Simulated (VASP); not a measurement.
# Y (Fmmm) in VASP: further runs

The runs below take Y through single point, with r2SCAN.

Everything below comes from runs of VASP 6.6.1. Logs are shortened: lines on timing, memory, paths and dates and some standing lists are left out, and cuts for length are marked.

## 1. The crystal as given

Symmetry: Fmmm, No. 69, orthorhombic system. The conventional cell has a = 4.960 Å, b = 4.976 Å, c = 5.373 Å, α = 90.00°, β = 90.00°, γ = 90.00°. Around Y (site symmetry mmm) lie 12 Y at 3.51 to 3.66 Å.

The cell was built by a generator and needn't be a form met in nature.

## 2. Single point, r2SCAN

POSCAR

```
Y
1.0
    2.4879589276     -2.4799669677      0.0000000000
    2.4879589276      2.4799669677      0.0000000000
    0.0000000000      0.0000000000     10.7458899722
Y
4
Direct
    0.7499685717      0.2500314283      0.1249982423
    0.7500314283      0.2499685717      0.6249982423
    0.2500314283      0.7499685717      0.8750017577
    0.2499685717      0.7500314283      0.3750017577
```

INCAR.step1

```
  ALGO = Normal
  EDIFF = 1E-4
  ENCUT = 520
  GGA = PE
  ISMEAR = 0
  LASPH = T
  LCHARG = F
  LREAL = F
  LWAVE = T
  NBANDS = 30
  NELM = 100
  PREC = Accurate
  SIGMA = 0.1
```

INCAR.step2

```
  ALGO = Normal
  EDIFF = 1E-6
  ENCUT = 520
  ISIF = 2
  ISMEAR = 0
  ISTART = 1
  LASPH = T
  LCHARG = T
  LELF = T
  LMIXTAU = T
  LREAL = F
  LVHAR = T
  LWAVE = F
  METAGGA = R2SCAN
  NBANDS = 30
  NELM = 100
  PREC = Accurate
  SIGMA = 0.1
```

KPOINTS

```
k-points
0
Gamma
  4 4 2
```

Potentials or basis: VASP PAW PBE potentials, release 64 (Y_sv).

Launch:

```sh
> cat potpaw_PBE.64/Y_sv/POTCAR > POTCAR
> cp INCAR.step1 INCAR
> mpirun -np 1 vasp_std > vasp.out
> cp INCAR.step2 INCAR
> mpirun -np 1 vasp_std > vasp.out
```

OUTCAR:

```text
EDIFF = 1E-6
   ENCUT = 520
   ISIF = 2
   ISMEAR = 0
   ISTART = 1
   LASPH = T
   LREAL = F
   METAGGA = R2SCAN
   NELM = 100
   PREC = Accurate

 ion  position               nearest neighbor table
   1  0.750  0.250  0.125-   3 3.66   4 3.66   4 3.66   3 3.66   3 3.66   3 3.66   4 3.66   4 3.66

   2  0.750  0.250  0.625-   4 3.66   3 3.66   3 3.66   4 3.66   4 3.66   4 3.66   3 3.66   3 3.66

   3  0.250  0.750  0.875-   1 3.66   2 3.66   2 3.66   1 3.66   1 3.66   1 3.66   2 3.66   2 3.66

   4  0.250  0.750  0.375-   2 3.66   1 3.66   1 3.66   2 3.66   2 3.66   2 3.66   1 3.66   1 3.66

  LATTYP: Found a base centered orthorhombic cell.
 ALAT       =     4.9599339354
 B/A-ratio  =     1.0032226074
 C/A-ratio  =     2.1665389322

  Lattice vectors:

 A1 = (  -2.4879589276,  -2.4799669677,   0.0000000000)
 A2 = (   2.4879589276,  -2.4799669677,   0.0000000000)
 A3 = (   0.0000000000,   0.0000000000,  10.7458899722)

Analysis of symmetry for initial positions (statically):
=====================================================================
 Subroutine PRICEL returns:
 Original cell was already a primitive cell.

 Routine SETGRP: Setting up the symmetry group for a
 base centered orthorhombic supercell.

 Subroutine GETGRP returns: Found  8 space group operations
 (whereof  4 operations were pure point group operations)
 out of a pool of  8 trial point group operations.

The static configuration has the point symmetry C_2h.
 The point group associated with its full space group is D_2h.

Analysis of symmetry for dynamics (positions and initial velocities):
=====================================================================
 Subroutine PRICEL returns:
 Original cell was already a primitive cell.

 Routine SETGRP: Setting up the symmetry group for a
 base centered orthorhombic supercell.

 Subroutine GETGRP returns: Found  8 space group operations
 (whereof  4 operations were pure point group operations)
 out of a pool of  8 trial point group operations.

The dynamic configuration has the point symmetry C_2h.
 The point group associated with its full space group is D_2h.

 Subroutine INISYM returns: Found  8 space group operations
 (whereof  4 operations are pure point group operations),
 and found     1 'primitive' translations

----------------------------------------------------------------------------------------

                                     Primitive cell

  volume of cell :     132.6055

  direct lattice vectors                    reciprocal lattice vectors
     2.487958928 -2.479966968  0.000000000     0.200967948 -0.201615589  0.000000000
     2.487958928  2.479966968  0.000000000     0.200967948  0.201615589  0.000000000
     0.000000000  0.000000000 10.745889972     0.000000000  0.000000000  0.093058835

  length of vectors
     3.512858635  3.512858635 10.745889972     0.284669917  0.284669917  0.093058835

  position of ions in fractional coordinates (direct lattice)
     0.749968572  0.250031428  0.124998242
     0.750031428  0.249968572  0.624998242
     0.250031428  0.749968572  0.875001758
     0.249968572  0.750031428  0.375001758

  ion indices of the primitive-cell ions
   primitive index   ion index
                 1           1
                 2           2
                 3           3
                 4           4

----------------------------------------------------------------------------------------

 KPOINTS: k-points

Automatic generation of k-mesh.
 Grid dimensions read from file:
 generate k-points for:    4    4    2

 Generating k-lattice:

  Cartesian coordinates                     Fractional coordinates (reciprocal lattice)
     0.050241987 -0.050403897  0.000000000     0.250000000  0.000000000  0.000000000
     0.050241987  0.050403897  0.000000000     0.000000000  0.250000000  0.000000000
     0.000000000  0.000000000  0.046529417     0.000000000  0.000000000  0.500000000

  Length of vectors
     0.071167479  0.071167479  0.046529417

  Shift w.r.t. Gamma in fractional coordinates (k-lattice)
     0.000000000  0.000000000  0.000000000

 Subroutine IBZKPT returns following result:
 ===========================================

 Found     14 irreducible k-points:

 Following reciprocal coordinates:
            Coordinates               Weight
  0.000000  0.000000  0.000000      1.000000
  0.250000  0.000000  0.000000      4.000000
  0.500000  0.000000  0.000000      2.000000
  0.250000  0.250000  0.000000      2.000000
  0.500000  0.250000  0.000000      4.000000
 -0.250000  0.250000  0.000000      2.000000
  0.500000  0.500000  0.000000      1.000000
  0.000000  0.000000  0.500000      1.000000
  0.250000  0.000000  0.500000      4.000000
  0.500000  0.000000  0.500000      2.000000
  0.250000  0.250000  0.500000      2.000000
  0.500000  0.250000  0.500000      4.000000
 -0.250000  0.250000  0.500000      2.000000
  0.500000  0.500000  0.500000      1.000000
   k-points           NKPTS =     14   k-points in BZ     NKDIM =     14   number of bands    NBANDS=     30
   number of dos      NEDOS =    301   number of ions     NIONS =      4
   total plane-waves  NPLWV =  62720
   dimension x,y,z NGX =    28 NGY =   28 NGZ =   80
   dimension x,y,z NGXF=    56 NGYF=   56 NGZF=  160
   ions per type =               4
   NGX,Y,Z   is equivalent  to a cutoff of  13.25, 13.25, 12.38 a.u.
   NGXF,Y,Z  is equivalent  to a cutoff of  26.50, 26.50, 24.75 a.u.
 SYSTEM =  unknown system
   PREC   = accura    normal or accurate (medium, high low for compatibility)
   ISTART =      1    job   : 0-new  1-cont  2-samecut
   ICHARG =      0    charge: 1-file 2-atom 10-const
   ISPIN  =      1    spin polarized calculation?
   LNONCOLLINEAR =      F non collinear calculations
   LSORBIT =      F    spin-orbit coupling
   LASPH  =      T    aspherical Exc in radial PAW
   ENCUT  =  520.0 eV  38.22 Ry    6.18 a.u.   6.53  6.53 19.98*2*pi/ulx,y,z
   NELM   =    100;   NELMIN=  2; NELMDL=  0     # of ELM steps
   EDIFF  = 0.1E-05   stopping-criterion for ELM
   LREAL  =      F    real-space projection
[... 7 lines left out ...]
   TEBEG  =    0.0;   TEEND  =   0.0 temperature during run
   PSTRESS=    0.0 pullay stress
   NELECT =      44.0000    total number of electrons
   NUPDOWN=      -1.0000    fix difference up-down
   EMIN   =  10.00;   EMAX   =-10.00  energy-range for DOS
   EFERMI =   0.00;   METHOD = LEGACY
   ISMEAR =     0;   SIGMA  =   0.10  broadening in eV -4-tet -1-fermi 0-gaus
   EFERMI_NEDOS =   21; number of points for ismear=-14 and -15
   IALGO  =     38    algorithm
   IMIX   =      4    mixing-type and parameters
     AMIX     =   0.40;   BMIX     =  1.00
     AMIX_MAG =   1.60;   BMIX_MAG =  1.00
  volume/ion in A,a.u.               =      33.15       223.72
  Fermi-wavevector in a.u.,A,eV,Ry     =   1.133370  2.141760 17.477073  1.284529
  Thomas-Fermi vector in A             =   2.270073
   LORBIT       =      0    0 simple, 1 ext, 2 COOP (PROOUT), +10 PAW based schemes
   METAGGA = R2SCAN    functional components
   LHFCALC =     F    Hartree Fock is set to
   AEXX    =    0.0000 exact exchange contribution
   IVDW    =     0    specifies the selected vdW correction
   LEPSILON=     F    determine dielectric tensor
   LRPA    =     F    only Hartree local field effects (RPA)
 non-spin polarized calculation
 Gauss-broadening in eV      SIGMA  =   0.10
  energy-cutoff  :      520.00
  volume of cell :      132.61
 maximum number of plane-waves:      3608
 NGX is ok and might be reduce to    28

 number of electron      44.0000002 magnetization

 Free energy of the ion-electron system (eV)
  ---------------------------------------------------
  ext. energy  EPLUGINS =         0.00000000
  ---------------------------------------------------
  free energy    TOTEN  =       -81.01687307 eV

  energy without entropy =      -81.00267337  energy(sigma->0) =      -81.00977322

 E-fermi :   3.0364     XC(G=0): -10.0371

 val. band max:        2.9955640164   @ k =  -0.2500   0.2500   0.0000
 cond. band min:       3.1175133418   @ k =   0.5000   0.0000   0.0000
 fundamental gap:      0.1219493254
 Fermi energy:         3.0364377761

 k-point     1 :       0.0000    0.0000    0.0000
  band No.  band energies     occupation
      1     -41.2069      2.00000
      2     -41.1704      2.00000
      3     -41.1703      2.00000
      4     -41.1336      2.00000
      5     -20.7428      2.00000
      6     -20.4982      2.00000
[... 22 lines left out ...]
     29       5.3181      0.00000
     30       6.4885      0.00000

 k-point     2 :       0.2500    0.0000    0.0000
  band No.  band energies     occupation
      1     -41.1814      2.00000
      2     -41.1555      2.00000
      3     -41.1555      2.00000
      4     -41.1295      2.00000
      5     -20.6491      2.00000
      6     -20.6455      2.00000
[... 22 lines left out ...]
     29       5.7958      0.00000
     30       5.8219      0.00000

 k-point     3 :       0.5000    0.0000    0.0000
  band No.  band energies     occupation
      1     -41.1406      2.00000
      2     -41.1406      2.00000
      3     -41.1405      2.00000
      4     -41.1405      2.00000
      5     -20.8171      2.00000
      6     -20.8171      2.00000
[... 22 lines left out ...]
     29       5.2353      0.00000
     30       5.2353      0.00000

 k-point     4 :       0.2500    0.2500    0.0000
  band No.  band energies     occupation
      1     -41.1594      2.00000
      2     -41.1408      2.00000
      3     -41.1408      2.00000
      4     -41.1222      2.00000
      5     -20.6263      2.00000
      6     -20.6263      2.00000
[... 286 lines left out ...]
     29       6.0431      0.00000
     30       6.0452      0.00000

 k-point    13 :      -0.2500    0.2500    0.5000
  band No.  band energies     occupation
      1     -41.1537      2.00000
      2     -41.1537      2.00000
      3     -41.1279      2.00000
      4     -41.1279      2.00000
      5     -20.6192      2.00000
      6     -20.6192      2.00000
[... 22 lines left out ...]
     29       5.9841      0.00000
     30       5.9850      0.00000

 k-point    14 :       0.5000    0.5000    0.5000
  band No.  band energies     occupation
      1     -41.1118      2.00000
      2     -41.1118      2.00000
      3     -41.1113      2.00000
      4     -41.1113      2.00000
      5     -20.7521      2.00000
      6     -20.7521      2.00000
[... 22 lines left out ...]
     29       6.9009      0.00000
     30       6.9019      0.00000

------------------------ aborting loop because EDIFF is reached ----------------------------------------

  FORCE on cell =-STRESS in cart. coord.  units (eV):
  Direction    XX          YY          ZZ          XY          YZ          ZX
  --------------------------------------------------------------------------------------
  -------------------------------------------------------------------------------------
  Total       -0.1506771     -0.0847192      0.0757058      0.0000000      0.0000000      0.0000000
  in kB       -1.8205241     -1.0236011      0.9146992      0.0000000      0.0000000      0.0000000
  external PRESSURE =      -0.6431420 kB  Pullay stress =       0.0000000 kB

 VOLUME and BASIS-vectors are now :
 -----------------------------------------------------------------------------
  energy-cutoff  :      520.00
  volume of cell :      132.61
      direct lattice vectors                 reciprocal lattice vectors
     2.487958928 -2.479966968  0.000000000     0.200967948 -0.201615589  0.000000000
     2.487958928  2.479966968  0.000000000     0.200967948  0.201615589  0.000000000
     0.000000000  0.000000000 10.745889972     0.000000000  0.000000000  0.093058835

 POSITION                                       TOTAL-FORCE (eV/Angst)
 -----------------------------------------------------------------------------------
      2.48796     -1.23983      1.34322         0.000000     -0.000407      0.000146
      2.48796     -1.24014      6.71616         0.000000      0.000407      0.000146
      2.48796      1.23983      9.40267         0.000000      0.000407     -0.000146
      2.48796      1.24014      4.02973         0.000000     -0.000407     -0.000146
 -----------------------------------------------------------------------------------
    total drift:                                0.000000      0.000000      0.000000

  FREE ENERGIE OF THE ION-ELECTRON SYSTEM (eV)
  ---------------------------------------------------
  free  energy   TOTEN  =       -81.0168730675 eV

  energy  without entropy=      -81.0026733662  energy(sigma->0) =      -81.00977322
```

Wall time 3.7 min (1 thread of AMD EPYC 7R13 (Zen 3), shared host); peak memory 0.24 GiB.

Results:

```
Free energy            : -81.0169 eV
Pressure               : -0.1 GPa
Band gap on the k mesh : none (metal or under the smearing width)
```

Caveat: the k mesh is coarse (spacing up to 0.45 Å⁻¹), so the values aren't converged; the PAW data sets were made with another functional, which shifts forces and pressure a little.

## 3. Single point, r2SCAN

This run uses another cell than the first one: it holds 3 atoms, not 4.

POSCAR

```
Y
1.0
    5.6956196970      0.0000000001      0.0000000000
   -2.8478098485      4.9325513478      0.0000000000
    0.0000000000      0.0000000000      3.5636752258
Y
3
Direct
    0.3333431610      0.0000000000      0.3333333333
    0.0000000000      0.3333431610      0.6666666667
    0.6666568390      0.6666568390      0.0000000000
```

INCAR.step1

```
SYSTEM = Y
ALGO     = Normal         ! electronic algorithm
EDIFF    = 1E-4           ! SCF threshold, eV
ENCUT    = 520            ! plane-wave cutoff, eV
GGA      = PE             ! functional
ISMEAR   = 0              ! smearing method
LASPH    = .True.         ! aspherical terms in the spheres
LCHARG   = .False.        ! write CHGCAR
LREAL    = .False.        ! projectors in reciprocal space
LWAVE    = .True.         ! write WAVECAR
NBANDS   = 24             ! bands
NELM     = 100            ! most SCF steps
PREC     = Accurate       ! precision mode
SIGMA    = 0.1            ! smearing width, eV
```

INCAR.step2

```
SYSTEM = Y
ALGO     = Normal         ! electronic algorithm
EDIFF    = 1E-7           ! SCF threshold, eV
ENCUT    = 520            ! plane-wave cutoff, eV
ISIF     = 2              ! what is computed and relaxed
ISMEAR   = 0              ! smearing method
ISTART   = 1            
LASPH    = .True.         ! aspherical terms in the spheres
LCHARG   = .False.        ! write CHGCAR
LMIXTAU  = .True.       
LREAL    = .False.        ! projectors in reciprocal space
LWAVE    = .False.        ! write WAVECAR
METAGGA  = R2SCAN         ! meta-GGA
NBANDS   = 24             ! bands
NELM     = 100            ! most SCF steps
PREC     = Accurate       ! precision mode
SIGMA    = 0.1            ! smearing width, eV
```

KPOINTS

```
k-points
0
Gamma
  6 6 4
  0 0 0
```

Potentials or basis: VASP PAW PBE potentials, release 64 (Y_sv).

Launch:

```sh
> cat potpaw_PBE.64/Y_sv/POTCAR > POTCAR
> cp INCAR.step1 INCAR
> mpirun -np 1 vasp_std > vasp.out
> cp INCAR.step2 INCAR
> mpirun -np 1 vasp_std > vasp.out
```

It took 2.9 min on 1 thread of Intel Xeon 6975P-C (Granite Rapids), shared host; peak memory 0.25 GiB.

It converged, with:

```
Free energy            : -60.5656 eV
Pressure               : 0.2 GPa
Band gap on the k mesh : none (metal or under the smearing width)
```

Stress tensor (GPa, compression positive):
```
 0.46  0.00  0.00
 0.00  0.46  0.00
 0.00  0.00 -0.22
```

Levels at points of the mesh, in eV from the Fermi level:
```csv
k point,band 13,band 14,band 15,band 16,band 17,band 18,band 19,band 20,band 21,band 22
"(0.00, 0.00, 0.00)",-5.00,-0.41,-0.41,-0.19,-0.19,-0.19,-0.19,1.90,1.90,2.14
"(0.50, 0.00, 0.00)",-3.06,-3.06,-1.97,0.41,0.63,0.67,0.67,0.98,0.98,3.08
"(0.00, 0.00, 0.50)",-1.70,-1.70,-1.53,-1.53,0.09,0.09,0.09,0.09,4.25,4.25
"(0.50, 0.00, 0.50)",-1.99,-1.05,-1.05,-0.50,-0.50,0.38,0.49,0.91,0.91,3.17
```

Caveat: the k mesh is coarse (spacing up to 0.44 Å⁻¹), so the values aren't converged; the PAW data sets were made with another functional, which shifts forces and pressure a little.
